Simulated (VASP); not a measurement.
# Br (Immm) in VASP: further runs, part 2 of 2

VASP 6.6.1. The steps go on from the part before.

## Step 5: Single point, r2SCAN

File INCAR:

```
SYSTEM = Br
PREC = Accurate ; ENCUT = 250
EDIFF = 1E-6 ; ISMEAR = 0
SIGMA = 0.05 ; LREAL = .False.
LASPH = .True. ; NELM = 100
ALGO = Normal ; ISIF = 2
LWAVE = .False. ; LCHARG = .False.
METAGGA = R2SCAN ; LMIXTAU = .True.
NBANDS = 10 ; ADDGRID = .False.
```

File KPOINTS:

```
regular mesh
0
Gamma
  8 8 8
  0 0 0
```

File POSCAR:

```
Br
1.0
   -1.2867684050      1.7199972000      3.5779911600
    1.2867684050     -1.7199972000      3.5779911600
    1.2867684050      1.7199972000     -3.5779911600
Br
1
Direct
    0.0000000000      0.0000000000      0.0000000000
```

Potentials or basis: VASP PAW PBE potentials, release 64 (Br).

Run with:

```
cat potpaw_PBE.64/Br/POTCAR > POTCAR
mpirun -np 1 vasp_std > vasp.out
```

OUTCAR:

```text
SYSTEM = Br
   PREC = Accurate
   ENCUT = 250
   EDIFF = 1E-6
   ISMEAR = 0
   LREAL = .False.
   LASPH = .True.
   NELM = 100
   ISIF = 2
   METAGGA = R2SCAN

 Found     95 irreducible k-points:

 Following reciprocal coordinates:
            Coordinates               Weight
  0.000000  0.000000  0.000000      1.000000
  0.125000  0.000000 -0.000000      4.000000
  0.250000  0.000000 -0.000000      4.000000
  0.375000  0.000000 -0.000000      4.000000
  0.500000  0.000000 -0.000000      2.000000
  0.000000  0.125000 -0.000000      4.000000
   k-points           NKPTS =     95   k-points in BZ     NKDIM =     95   number of bands    NBANDS=     10
   number of dos      NEDOS =    301   number of ions     NIONS =      1
   total plane-waves  NPLWV =  13824
   dimension x,y,z NGX =    24 NGY =   24 NGZ =   24
   dimension x,y,z NGXF=    48 NGYF=   48 NGZF=   48
   ions per type =               1
   NGX,Y,Z   is equivalent  to a cutoff of   9.56,  9.56,  9.56 a.u.
   NGXF,Y,Z  is equivalent  to a cutoff of  19.12, 19.12, 19.12 a.u.
 SYSTEM =  Br
   PREC   = accura    normal or accurate (medium, high low for compatibility)
   ISTART =      0    job   : 0-new  1-cont  2-samecut
   ICHARG =      2    charge: 1-file 2-atom 10-const
   ISPIN  =      1    spin polarized calculation?
   LNONCOLLINEAR =      F non collinear calculations
   LSORBIT =      F    spin-orbit coupling
   LASPH  =      T    aspherical Exc in radial PAW
   ENCUT  =  250.0 eV  18.37 Ry    4.29 a.u.   5.38  5.38  5.38*2*pi/ulx,y,z
   NELM   =    100;   NELMIN=  2; NELMDL= -5     # of ELM steps
   EDIFF  = 0.1E-05   stopping-criterion for ELM
   LREAL  =      F    real-space projection
   EDIFFG = 0.1E-04   stopping-criterion for IOM
   NSW    =      0    number of steps for IOM
   IBRION =     -1    ionic relax: 0-MD 1-quasi-New 2-CG
   NFREE  =      0    steps in history (QN), initial steepest desc. (CG)
   ISIF   =      2    stress and relaxation
   ISYM   =      2    0-nonsym 1-usesym 2-fastsym
   POTIM  = 0.5000    time-step for ionic-motion
   TEBEG  =    0.0;   TEEND  =   0.0 temperature during run
   PSTRESS=    0.0 pullay stress
   NELECT =       7.0000    total number of electrons
   NUPDOWN=      -1.0000    fix difference up-down
   EMIN   =  10.00;   EMAX   =-10.00  energy-range for DOS
   EFERMI =   0.00;   METHOD = LEGACY
   ISMEAR =     0;   SIGMA  =   0.05  broadening in eV -4-tet -1-fermi 0-gaus
   EFERMI_NEDOS =   21; number of points for ismear=-14 and -15
   IALGO  =     38    algorithm
   IMIX   =      4    mixing-type and parameters
     AMIX     =   0.40;   BMIX     =  1.00
     AMIX_MAG =   1.60;   BMIX_MAG =  1.00
  volume/ion in A,a.u.               =      31.68       213.76
  Fermi-wavevector in a.u.,A,eV,Ry     =   0.989764  1.870383 13.328717  0.979633
  Thomas-Fermi vector in A             =   2.121386
   LORBIT       =      0    0 simple, 1 ext, 2 COOP (PROOUT), +10 PAW based schemes
   METAGGA = R2SCAN    functional components
   LHFCALC =     F    Hartree Fock is set to
   AEXX    =    0.0000 exact exchange contribution
   IVDW    =     0    specifies the selected vdW correction
   LEPSILON=     F    determine dielectric tensor
   LRPA    =     F    only Hartree local field effects (RPA)
 non-spin polarized calculation
 Gauss-broadening in eV      SIGMA  =   0.05
  energy-cutoff  :      250.00
  volume of cell :       31.68
 maximum number of plane-waves:       295
 NGX is ok and might be reduce to    24
   NGX = 11   NGY = 11   NGZ = 11

 number of electron       7.0000004 magnetization

 Free energy of the ion-electron system (eV)
  ---------------------------------------------------
  ext. energy  EPLUGINS =         0.00000000
  ---------------------------------------------------
  free energy    TOTEN  =       -13.19324910 eV

  energy without entropy =      -13.19194985  energy(sigma->0) =      -13.19259947

 E-fermi :  -0.2344     XC(G=0):  -8.6375

 val. band max:       -0.2432766873   @ k =   0.5000   0.5000  -0.0000
 cond. band min:      -0.2005439927   @ k =   0.1250   0.3750   0.0000
 fundamental gap:      0.0427326947
 Fermi energy:        -0.2344460226

 k-point     1 :       0.0000    0.0000    0.0000
  band No.  band energies     occupation
      1     -16.5517      2.00000
      2      -2.1412      2.00000
      3      -1.3883      2.00000
      4       4.1022      0.00000
      5       5.8474      0.00000
      6       9.8283      0.00000
      7      12.6343      0.00000
      8      13.7087      0.00000
      9      15.1890      0.00000
     10      20.9426      0.00000

 k-point     2 :       0.1250    0.0000   -0.0000
  band No.  band energies     occupation
      1     -16.4846      2.00000
      2      -2.2581      2.00000
      3      -1.9223      2.00000
      4       4.1250      0.00000
      5       6.4949      0.00000
      6      10.3248      0.00000
      7      11.4236      0.00000
      8      13.7606      0.00000
      9      17.3805      0.00000
     10      21.1347      0.00000

 k-point     3 :       0.2500    0.0000   -0.0000
  band No.  band energies     occupation
      1     -16.3155      2.00000
      2      -3.1696      2.00000
      3      -2.2978      2.00000
      4       4.1805      0.00000
      5       7.4040      0.00000
      6      10.1280      0.00000
      7      12.6785      0.00000
      8      13.9034      0.00000
      9      20.9770      0.00000
     10      21.4812      0.00000

 k-point     4 :       0.3750    0.0000   -0.0000
  band No.  band energies     occupation
      1     -16.1350      2.00000
      2      -4.0966      2.00000
      3      -2.4384      2.00000
      4       4.2375      0.00000
      5       7.1368      0.00000
      6      11.5140      0.00000
      7      13.9754      0.00000
      8      15.1950      0.00000
      9      19.1261      0.00000
     10      20.9400      0.00000

 k-point     5 :       0.5000    0.0000   -0.0000
  band No.  band energies     occupation
      1     -16.0564      2.00000
      2      -4.4479      2.00000
      3      -2.4899      2.00000
      4       4.2619      0.00000
      5       6.8811      0.00000
      6      13.1426      0.00000
      7      13.7909      0.00000
      8      15.6761      0.00000
      9      18.9254      0.00000
     10      20.6414      0.00000

 k-point     6 :       0.0000    0.1250   -0.0000
  band No.  band energies     occupation
      1     -16.2409      2.00000
      2      -1.9889      2.00000
      3      -1.1544      2.00000
      4       1.8598      0.00000
      5       6.3577      0.00000
      6      10.0939      0.00000
      7      13.0587      0.00000
      8      15.6215      0.00000
      9      16.4031      0.00000
     10      16.8632      0.00000

 [... further k-points ...]

------------------------ aborting loop because EDIFF is reached ----------------------------------------

  FORCE on cell =-STRESS in cart. coord.  units (eV):
  Direction    XX          YY          ZZ          XY          YZ          ZX
  --------------------------------------------------------------------------------------
  -------------------------------------------------------------------------------------
  Total       -0.0346619     -0.0679837     -0.0485493      0.0000000      0.0000000      0.0000000
  in kB       -1.7532158     -3.4386522     -2.4556477      0.0000000      0.0000000      0.0000000
  external PRESSURE =      -2.5491719 kB  Pullay stress =       0.0000000 kB

 VOLUME and BASIS-vectors are now :
 -----------------------------------------------------------------------------
  energy-cutoff  :      250.00
  volume of cell :       31.68
      direct lattice vectors                 reciprocal lattice vectors
    -1.286768405  1.719997200  3.577991160     0.000000000  0.290698148  0.139743218
     1.286768405 -1.719997200  3.577991160     0.388570312  0.000000000  0.139743218
     1.286768405  1.719997200 -3.577991160     0.388570312  0.290698148  0.000000000

 POSITION                                       TOTAL-FORCE (eV/Angst)
 -----------------------------------------------------------------------------------
      0.00000      0.00000      0.00000         0.000000      0.000000      0.000000
 -----------------------------------------------------------------------------------
    total drift:                                0.000000     -0.000000     -0.000000

  FREE ENERGIE OF THE ION-ELECTRON SYSTEM (eV)
  ---------------------------------------------------
  free  energy   TOTEN  =       -13.1932490972 eV

  energy  without entropy=      -13.1919498519  energy(sigma->0) =      -13.19259947
```

OSZICAR:

```text
N       E                     dE             d eps       ncg     rms          rms(c)
DAV:   1    -0.104724493713E+01   -0.10472E+01   -0.19161E+03  1998   0.302E+02
DAV:   2    -0.144618602357E+02   -0.13415E+02   -0.13002E+02  2374   0.702E+01
DAV:   3    -0.148745699379E+02   -0.41271E+00   -0.40603E+00  2384   0.112E+01
[... 11 lines left out ...]
DAV:  15    -0.131932214588E+02    0.18767E-04   -0.89590E-06  2148   0.252E-02    0.414E-03
DAV:  16    -0.131932587500E+02   -0.37291E-04   -0.45443E-06  1980   0.185E-02    0.214E-03
DAV:  17    -0.131932420045E+02    0.16745E-04   -0.51036E-07  2024   0.629E-03    0.682E-04
DAV:  18    -0.131932507742E+02   -0.87696E-05   -0.19103E-07  1968   0.350E-03    0.263E-04
DAV:  19    -0.131932486714E+02    0.21027E-05   -0.37512E-08  1040   0.160E-03    0.117E-04
DAV:  20    -0.131932490972E+02   -0.42572E-06   -0.14388E-09  1006   0.313E-04
   1 F= -.13193249E+02 E0= -.13192599E+02  d E =-.129925E-02
```

stdout:

```text
POSCAR found type information on POSCAR Br
 POSCAR found :  1 types and       1 ions
 scaLAPACK will be used
 -----------------------------------------------------------------------------
|                                                                             |
|                                                                             |
|     You enforced a specific xc type in the INCAR file but a different       |
|     I HOPE YOU KNOW WHAT YOU ARE DOING!                                     |
|                                                                             |
 -----------------------------------------------------------------------------

 LDA part: xc-table for (None), standard interpolation
 POSCAR, INCAR and KPOINTS ok, starting setup
 FFT: planning ... GRIDC
 FFT: planning ... GRID_SOFT
 FFT: planning ... GRID
 WAVECAR not read
 entering main loop
```

Run time: 50 s. Hardware: 1 thread of Intel Xeon Platinum 8375C at 2.90GHz (Ice Lake), shared host; peak memory 0.14 GiB.

These settings aren't checked as converged: the numbers below hold their error.

Results:

```yaml
Free_energy: -13.1932 eV
Pressure: -0.3 GPa
Band_gap_on_the_k_mesh: none (metal or under the smearing width)
```

Caveat: the k mesh is coarse (spacing up to 0.38 Å⁻¹), so the values aren't converged; the cutoff is under 1.25 times the usual one of these potentials, so pressure, stress and relaxed cells hold a basis-set (Pulay) error; the PAW data sets were made with another functional, which shifts forces and pressure a little; an odd number of electrons without spin polarisation forces a metal; a magnetic or distorted state may lie lower.

## Step 6: Single point, r2SCAN

INCAR, as its differences from that of step 5:

```diff
@@ -1,3 +1,3 @@
 SYSTEM = Br
-PREC = Accurate ; ENCUT = 250
+PREC = Accurate ; ENCUT = 450
 EDIFF = 1E-6 ; ISMEAR = 0
```

File KPOINTS:

```
regular mesh
0
Gamma
  6 6 6
  0 0 0
```

POSCAR is that of step 5.

Potentials or basis: VASP PAW PBE potentials, release 64 (Br).

Run with:

```
cat potpaw_PBE.64/Br/POTCAR > POTCAR
mpirun -np 1 vasp_std > vasp.out
```

Wall time 73 s (1 thread of Intel Xeon Platinum 8375C at 2.90GHz (Ice Lake), shared host); peak memory 0.17 GiB.

The run converged, but some of its settings lie outside the range that counts as converged, so its numbers aren't taken as properties of the crystal.

Results:

```
Free energy            : -12.9894 eV
Pressure               : 0.0 GPa
Band gap on the k mesh : none (metal or under the smearing width)
```

Caveat: the k mesh is coarse (spacing up to 0.51 Å⁻¹), so the values aren't converged; the PAW data sets were made with another functional, which shifts forces and pressure a little; an odd number of electrons without spin polarisation forces a metal; a magnetic or distorted state may lie lower.

## Step 7: The reference run

An earlier run on the cell as given: functional PBE; potentials or basis VASP PAW PBE potentials, release 64 (Br); cutoff 520 eV; k mesh 13 × 13 × 13; occupations fermi-dirac, width 0.05 eV; no spin polarisation.

* Pressure: 1.1 GPa
* Band gap on the k mesh: none (metal or under the smearing width)
